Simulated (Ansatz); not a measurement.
Crystal: Al2Cu (Khatyrkite).

```
CELL_PARAMETERS angstrom
-3.03350 3.03350 2.43850
3.03350 -3.03350 2.43850
3.03350 3.03350 -2.43850
ATOMIC_POSITIONS crystal
Cu 0.25000 0.25000 0.00000
Cu 0.75000 0.75000 0.00000
Al 0.34190 0.15810 0.50000
Al 0.84190 0.34190 0.18380
Al 0.65810 0.84190 0.50000
Al 0.15810 0.65810 0.81620
```

| Item | Value |
| --- | --- |
| Program | Ansatz 0.2.0 |
| Task | single point |
| Functional | PBEsol |
| Potentials or basis | all-electron LAPW, scalar-relativistic |
| Cutoff | 329 eV (chosen from the basis error) |
| Basis error allowed | 0.001 eV/atom |
| k mesh | 7 × 7 × 7 |
| Occupations | fermi-dirac, width 0.05 eV |
| Spin | no spin polarisation |

On this cell: pressure -3.5 GPa; largest force 0.069 eV/Å; band gap on the k mesh none (metal or under the smearing width).

The same run follows on a disturbed copy (atoms moved at random, drawn with an rms of 0.05 Å):

```
CELL_PARAMETERS angstrom
-3.03350 3.03350 2.43850
3.03350 -3.03350 2.43850
3.03350 3.03350 -2.43850
ATOMIC_POSITIONS crystal
Cu 0.25608 0.25217 0.99846
Cu 0.73807 0.73336 0.99208
Al 0.34716 0.16392 0.49114
Al 0.84902 0.34759 0.20335
Al 0.64960 0.82981 0.49661
Al 0.16036 0.66648 0.82651
```

Q: What does the disturbed cell give?

A: The energy (extrapolated to zero smearing) moves by +9.7 meV/atom; pressure -3.2 GPa; largest force 0.637 eV/Å; band gap on the k mesh none (metal or under the smearing width).

Forces in eV/Å, atoms in the order of the input:
```
Cu   0.027 -0.177 -0.514
Cu   0.226  0.039  0.594
Al   0.037  0.064 -0.335
Al  -0.344 -0.171  0.050
Al   0.098  0.064  0.247
Al  -0.043  0.181 -0.042
```

Stress tensor (GPa, compression positive):
```
-3.20  0.37  0.34
 0.37 -3.40 -0.27
 0.34 -0.27 -2.92
```
